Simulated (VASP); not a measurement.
AlN:

```
CELL_PARAMETERS angstrom
0.00000 2.03452 2.03452
2.03452 0.00000 2.03452
2.03452 2.03452 0.00000
ATOMIC_POSITIONS crystal
Al 0.50000 0.50000 0.50000
N 0.00000 0.00000 0.00000
```

Measurements of this composition are mostly on another form, of space group No. 186.

```yaml
Program: VASP 6.6.1
Task: relaxation of cell and atoms
Functional: LDA
Potentials_or_basis: VASP PAW LDA potentials, release 64 (Al, N)
Cutoff: 520 eV
k_mesh: 14 × 14 × 14
Occupations: gaussian, width 0.02 eV
Spin: no spin polarisation
```

At the start: pressure -10.4 GPa; volume 8.42 Å³/atom.

Problem. Where does the relaxation end?

Solution. Over 6 steps the energy falls by 11.3 meV/atom and the volume is 8.09 Å³/atom (-4.0 %); space group Fm-3m (No. 225, to 0.05 Å).

The path:
```csv
step,energy change (eV),largest force (eV/Å),pressure (GPa),volume (Å³)
1,0.0000,0.0000,-10.43,16.84
2,0.0001,0.0000,11.92,15.54
3,-0.0226,0.0000,-0.07,16.18
4,-0.0226,0.0000,0.15,16.16
5,-0.0226,0.0000,-0.12,16.18
6,-0.0226,0.0000,0.00,16.17
```

Final structure:
```cif
data_structure
_symmetry_space_group_name_H-M 'P 1'
_symmetry_Int_Tables_number 1
_cell_length_a 2.8385
_cell_length_b 2.8385
_cell_length_c 2.8385
_cell_angle_alpha 60.000
_cell_angle_beta 60.000
_cell_angle_gamma 60.000
_cell_volume 16.17
loop_
_atom_site_label
_atom_site_type_symbol
_atom_site_fract_x
_atom_site_fract_y
_atom_site_fract_z
_atom_site_occupancy
Al1 Al 0.50000 0.50000 0.50000 1
N1 N 0.00000 0.00000 0.00000 1
```
